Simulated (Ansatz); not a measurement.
**WC under changes of volume**

One of the cells (10.542 Å³/atom); the others are scaled copies at fixed shape and fractional positions:

```xyz
2
Lattice="0.0000 2.1927 2.1927 2.1927 0.0000 2.1927 2.1927 2.1927 0.0000" Properties=species:S:1:pos:R:3 pbc="T T T"
W     0.0000    0.0000    0.0000
C     2.1927    2.1927    2.1927
```

Measurements of this composition are mostly on another form, of space group No. 187.

- Program: Ansatz 0.2.0
- Functional: PBEsol
- Potentials or basis: Ansatz PAW
- Cutoff: 420 eV (not typed: the program's choice for these potentials)
- k mesh: 10 × 10 × 10
- Occupations: fermi-dirac, width 0.05 eV
- Spin: no spin polarisation

```tsv
volume (Å³/atom)	energy over the lowest point (meV/atom)	pressure (GPa)
9.910	13.99	14.3
10.120	?	?
10.331	0.00	-2.9
10.542	8.78	-10.2
10.753	26.70	-16.8
10.964	52.70	-22.6
11.175	86.06	-27.9
```

Q: What does the run at 10.120 Å³/atom give?

A: Energy over the lowest point 1.34 meV/atom; pressure 5.2 GPa.

Worked out: A Birch-Murnaghan fit of order 3 (a polynomial in V^(-2/3)) to the other rows has its minimum at 10.25 Å³/atom with B0 = V·E''(V) = 390 GPa and B' = 4.4. It gives 1.37 meV/atom at 10.120 Å³/atom, against the run's 1.34, and -dE/dV = 5.2 GPa, against 5.2.

Energies are extrapolated to zero smearing.

Caveats: the PAW data sets come from PBE, with cores solved anew for the run's functional, which leaves a small shift of forces and pressure.
